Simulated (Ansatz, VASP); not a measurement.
**Sb in VASP and in Ansatz**

```
CELL_PARAMETERS angstrom
2.15060 1.24165 3.74400
-2.15060 1.24165 3.74400
0.00000 -2.48330 3.74400
ATOMIC_POSITIONS crystal
Sb 0.23364 0.23364 0.23364
Sb 0.76636 0.76636 0.76636
```

Alike in both runs: task single point; functional PBE; dispersion D3(BJ); k mesh 6 × 6 × 6; occupations gaussian, width 0.1 eV; no spin polarisation.

|  | VASP | Ansatz |
| --- | --- | --- |
| version | VASP 6.6.1 | Ansatz 0.2.0 |
| potentials or method | VASP PAW PBE potentials, release 64 (Sb) | scalar-relativistic, plane waves, PAW |
| plane-wave cutoff (eV) | 520 | 420 |
| valence electrons in the cell | 10 | 30 |

Ansatz gave:

* gap on the k mesh at the Fermi level (eV): none
* pressure (GPa): 0.5
* largest component of the traceless stress (GPa): 0.25
* rms of the force components (eV/Å): 0.053

**Question.** Which values does VASP return?

**Answer.** gap on the k mesh at the Fermi level (eV): none; pressure (GPa): 0.6; largest component of the traceless stress (GPa): 0.27; rms of the force components (eV/Å): 0.077.

Atom by atom the forces differ by 0.024 eV/Å (rms over components). A gap of «none» marks a metal or a gap that the smearing closes. The two sets of potentials don't hold the same shells in valence.

Caveats: pairwise dispersion overbinds metals, which lowers pressure and volume. Spin-orbit coupling is left out, which matters for the levels of Sb.
